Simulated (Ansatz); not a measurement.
**RbCl (rocksalt structure)**

**The experiment.** The Crystallography Open Database holds a cell as deposited of cubic RbCl (space group Fm-3m), temperature not stated (1969, doi:10.1177/000271625731300103): a = 6.579 Å, 35.59 Å³/atom.

Computed with Ansatz (plane waves, PAW, 420 eV cutoff): PBEsol, scalar-relativistic, no spin polarisation, 8×8×8 k-mesh, Gaussian smearing of 0.05 eV; PAW files: Ansatz's generated set soft_2.

```
CELL_PARAMETERS angstrom
0.00000 3.27155 3.27155
3.27155 0.00000 3.27155
3.27155 3.27155 0.00000
ATOMIC_POSITIONS crystal
Rb 0.50000 0.50000 0.50000
Cl 0.00000 0.00000 0.00000
```

The start was a prototype's sites filled with these elements; the Crystallography Open Database holds the compound in this structure.

The cell above was scaled in volume, its shape and atoms being fixed by the lattice's symmetry. Energies are counted from the cell above.

The cell is relaxed to zero pressure at this level.

| V (Å³/atom) | ΔE (meV/atom) | P (GPa) | gap on the mesh (eV) |
| --- | --- | --- | --- |
| 33.61 | 3.1 | 0.75 | 5.02 |
| 34.32 | 0.8 | 0.35 | 4.96 |
| 35.02 | 0.0 | 0.00 | 4.90 |
| 35.72 | 0.7 | -0.31 | 4.84 |
| 36.42 | ? | ? | ? |

Problem. Fill in the withheld row.

Solution. ΔE (meV/atom): 2.7, P (GPa): -0.58, gap on the mesh (eV): 4.78.

Problem. What do the points give for the equilibrium volume, the bulk modulus and its pressure derivative (third-order Birch–Murnaghan)?

Solution. V0 = 35.02 Å³/atom, B0 = 16.5 GPa, B0′ = 5.2.

B0·V0 = 16.5 GPa × 35.02 Å³ = 3.61 eV/atom sets the scale: near the minimum ΔE ≈ ½ B0 V0 x², with x = V/V0 − 1, and a pressure of 0.17 GPa squeezes the volume by about 1 %. At the ends of the curve: x = −4.0 % predicts 2.9 meV/atom and the run gives 3.1; x = +4.0 % predicts 2.9 meV/atom and the run gives 2.7. Compression costs more and expansion less than the parabola says, since the crystal stiffens as it shrinks; B0′ measures that.

**Comparison.** The computed cell (6.543 Å, 35.02 Å³/atom) differs from the database's by −1.6 % in volume, about −0.5 % in length. PBEsol was built to cure PBE's overestimate of volumes, and the static lattice lacks thermal expansion.

Kohn–Sham gaps of semilocal functionals lie under measured ones, often by a third or more.
